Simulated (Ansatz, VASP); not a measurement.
**Cu4O in VASP and in Ansatz**

```
CELL_PARAMETERS angstrom
3.93911 0.00000 0.00000
0.00000 3.93911 0.00000
0.00000 0.00000 3.93911
ATOMIC_POSITIONS crystal
Cu 0.00000 0.00000 0.00000
Cu 0.50000 0.50000 0.00000
Cu 0.50000 0.00000 0.50000
Cu 0.00000 0.50000 0.50000
O 0.50000 0.50000 0.50000
```

Change from the starting cell: species swapped into the Ni4N type (Pm-3m, No. 221).

Alike in both runs: task single point; functional PBE; k mesh 4 × 4 × 4; occupations gaussian, width 0.1 eV; collinear spin.

|  | VASP | Ansatz |
| --- | --- | --- |
| version | VASP 6.6.1 | Ansatz 0.2.0 |
| potentials or method | VASP PAW PBE potentials, release 64 (Cu, O) | scalar-relativistic, plane waves, PAW |
| plane-wave cutoff (eV) | 520 | 420 |
| valence electrons in the cell | 50 | 82 |

```tsv
	VASP	Ansatz	Ansatz less VASP
gap on the k mesh at the Fermi level (eV)	none	none	-
pressure (GPa)	3.0	2.5	-0.56
net moment per atom (μB)	0.00	0.00	0.000
```

A gap of «none» marks a metal or a gap that the smearing closes. The functional is the same, so the differences come from potentials, cutoffs and numerics. The two sets of potentials don't hold the same shells in valence. Ansatz warned: «seeded_moment_not_kept».

Caveats: the k mesh is coarse (spacing up to 0.40 Å⁻¹), so the values aren't converged; semilocal functionals often make such compounds metallic where correlation or magnetic order opens a gap, which also shifts bond lengths.
